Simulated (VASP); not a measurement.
A run of VASP 6.6.1:

INCAR

```
SYSTEM = Rh
PREC = Accurate
ENCUT = 520
EDIFF = 1E-7
ISMEAR = 1
SIGMA = 0.1
LREAL = .False.
LASPH = .True.
NELM = 120
ALGO = Normal
ISIF = 2
LWAVE = .False.
LCHARG = .False.
LDIPOL = .True.
IDIPOL = 3
DIPOL = 0.5 0.5 0.500
GGA = CA
IBRION = 2
NSW = 90
EDIFFG = -0.02
KPAR = 2
```

Contents of KPOINTS:

```
regular mesh
0
Gamma
  14 14 1
  0 0 0
```

The input POSCAR:

```
Rh
1.0
    2.6764199300      0.0000000000      0.0000000000
   -1.3382099600      2.3178476100      0.0000000000
    0.0000000000      0.0000000000     27.5997616100
Rh
4
Direct
    0.6666670000      0.3333330000      0.3830253500
    0.3333340000      0.6666660000      0.4610072500
    0.0000000000      1.0000000000      0.5389927500
    0.6666670000      0.3333330000      0.6169746500
```

Potentials or basis: VASP PAW LDA potentials, release 64 (Rh_pv).

Run with:

```sh
$ cat potpaw_LDA.64/Rh_pv/POTCAR > POTCAR
$ mpirun -np 2 vasp_std > vasp.out
```

Hardware: 2 MPI ranks on Intel(R) Xeon(R) 6975P-C (Granite Rapids) (shared host).

Problem. Estimate the wall time of this run.

Solution. Wall time 4.6 min on 2 MPI ranks on Intel(R) Xeon(R) 6975P-C (Granite Rapids) (shared host), peak memory 0.26 GiB a rank. Counts: scf iterations 68, k points 24, ion steps 5.
